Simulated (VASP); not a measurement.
Input of a VASP 6.6.1 run:

The input INCAR:

```
SYSTEM = Al
PREC = Accurate
ENCUT = 520
EDIFF = 1E-6
ISMEAR = 0
SIGMA = 0.1
LREAL = .FALSE.
LASPH = .TRUE.
NELM = 100
ALGO = Fast
ISIF = 2
LWAVE = .FALSE.
LCHARG = .FALSE.
GGA = PE
IVDW = 12
NBANDS = 14
```

Contents of KPOINTS:

```
Automatic mesh
0
G
  18 18 6
  0 0 0
```

Contents of POSCAR:

```
Al
1.0
    2.8147782404      0.0000000000      0.0000000000
   -1.4073891202      2.4376694622      0.0000000000
    0.0000000000      0.0000000000      9.2417962198
Al
4
Direct
    0.0000000000      0.0000000000      0.0000000000
    0.3333333333      0.6666666667      0.2500000000
    0.0000000000      0.0000000000      0.5000000000
    0.6666666667      0.3333333333      0.7500000000
```

Potentials or basis: VASP PAW PBE potentials, release 64 (Al).

The run is started by

```bash
$ cat potpaw_PBE.64/Al/POTCAR > POTCAR
$ mpirun -np 1 vasp_std > vasp.out
```

Problem. Predict the pressure.

Solution. 0.0 GPa.

Problem. Estimate the band gap on the k mesh.

Solution. None (metal or under the smearing width).

Problem. Estimate the dispersion energy per atom.

Solution. -0.351 eV.

Caveat: pairwise dispersion overbinds metals, which lowers pressure and volume.
